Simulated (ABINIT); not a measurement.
A run of ABINIT 10.8.3 (patched build) is set up as follows.

run.abi

```
# Datasets: one volume each
ndtset 7
getwfk -1
scalecart1 3*0.9795861087
scalecart2 3*0.9864848297
scalecart3 3*0.9932883884
scalecart4 3*1.0000000000
scalecart5 3*1.0066227096
scalecart6 3*1.0131594038
scalecart7 3*1.0196128224

# Pseudopotentials
pp_dirpath "./"
pseudos "Ir.upf"

# Structure
acell 2.7090675001 2.7090675001 2.7090675001 Angstrom
rprim
     0.0000000000     0.7071067812     0.7071067812
     0.7071067812     0.0000000000     0.7071067812
     0.7071067812     0.7071067812     0.0000000000
ntypat 1
znucl 77
natom 1
typat 1
xred
     0.0000000000     0.0000000000     0.0000000000

# Plane-wave basis
ecut 34.0

# k points
kptopt 1
ngkpt 12 12 12
nshiftk 1
shiftk 0.0 0.0 0.0

# Exchange and correlation
ixc 11

# Bands and occupations
nband 13
occopt 3
tsmear 0.00183747

# SCF cycle
nstep 100
tolvrs 1.0e-10

# Output
iomode 3
prtwf 1
prtden 0
prteig 0
prtebands 0
enunit 1
```

Potentials or basis: PseudoDojo NC SR PBE v0.4.1 standard.

Launch:

```sh
$ abinit run.abi > log 2>&1
```

Problem. What does it give for the bulk modulus?

Solution. 351 GPa.

Problem. What does it give for the pressure derivative of the bulk modulus?

Solution. 5.0.

Energy against volume, from the lowest point:
| volume (Å³/atom) | energy (meV/atom) |
| --- | --- |
| 13.215 | 138.07 |
| 13.496 | 78.64 |
| 13.778 | 37.11 |
| 14.059 | 11.48 |
| 14.340 | 0.00 |
| 14.621 | 1.09 |
| 14.902 | 13.34 |

Caveat: pressures at fixed basis lie under the slope of the energies. Spin-orbit coupling is left out, which matters for the levels of Ir.
